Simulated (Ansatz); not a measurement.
# GaN: the cost of one run

Computed with Ansatz 0.2.0 (DFT HSE06, scalar-relativistic, plane waves, PAW, unless a step's input says otherwise).

## Step 1: Starting point

The structure is cubic, space group Fm-3m (No. 225). The conventional cell has a = 4.240 Å, b = 4.240 Å, c = 4.240 Å, α = 90.00°, β = 90.00°, γ = 90.00°. Ga (site symmetry m-3m) has 6 N at 2.12 Å in its first shell of neighbours. N (site symmetry m-3m) is surrounded by 6 Ga at 2.12 Å.

As a file:

```
Ga N
1.0
     0.00000    2.12000    2.12000
     2.12000    0.00000    2.12000
     2.12000    2.12000    0.00000
Ga N
1 1
Direct
  0.00000 0.00000 0.00000
  0.50000 0.50000 0.50000
```

The cell was made up by rule, so the compound may not exist in this form.

This is a trial structure, the rocksalt prototype, and another one may lie lower.

## Step 2: Seeking zero pressure, try 1

Contents of input.yaml:

```yaml
crystal:
  lattice:
    - [0.0, 2.12, 2.12]
    - [2.12, 0.0, 2.12]
    - [2.12, 2.12, 0.0]
  atoms:
    - { symbol: Ga, position: [0.0, 0.0, 0.0] }
    - { symbol: "N", position: [0.5, 0.5, 0.5] }
basis:
  ecutwfc: 420
kpoints:
  mp_grid: { grid: [8, 8, 8] }
hamiltonian:
  xc: hse06
scf:
  occupations: { method: gaussian, width: 0.05 }
output:
  forces: true
  stress: true
  eigenvalues: true
```

The run is started by

```bash
$ ansatz run input.yaml --threads 4 --pin off --max-ram 12288MiB --backend cpu --events-out ev --progress --plain --runs-dir out
```

Q: Estimate wall time and peak memory on 4 threads of Arm Neoverse V1, shared host.

About 12 s, with a peak of 1.2 GiB.
